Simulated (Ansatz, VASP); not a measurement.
# Two plane-wave programs on C

```
C
1.0
     2.41709    0.00000    0.00000
    -1.20854    2.09326    0.00000
     0.00000    0.00000    4.02546
C
4
Direct
  0.33333 0.66667 0.00062
  0.66667 0.33333 0.50062
  0.33333 0.66667 0.37438
  0.66667 0.33333 0.87438
```

Change from the starting cell: hydrostatic strain -3.4%.

Alike in both runs: task single point; functional PBE; k mesh 12 × 12 × 6; occupations fermi-dirac, width 0.02 eV; no spin polarisation.

```csv
,VASP,Ansatz
version,VASP 6.6.1,Ansatz 0.2.0
potentials or method,"VASP PAW PBE potentials, release 64 (C)","plane waves, PAW"
plane-wave cutoff (eV),520,420
valence electrons in the cell,16,16
```

Ansatz gave:

* gap on the k mesh at the Fermi level (eV): 2.87
* pressure (GPa): 61.2
* largest component of the traceless stress (GPa): 0.48
* rms of the force components (eV/Å): 0.009

Problem. Estimate VASP's values.

Solution. gap on the k mesh at the Fermi level (eV): 2.85; pressure (GPa): 62.3; largest component of the traceless stress (GPa): 0.44; rms of the force components (eV/Å): 0.011.

Atom by atom the forces differ by 0.002 eV/Å (rms over components).

Caveats: the cell as given lies far from equilibrium; so large a pressure means that the cell lies far from this level's equilibrium, or that cutoff or potentials fall short (VASP).
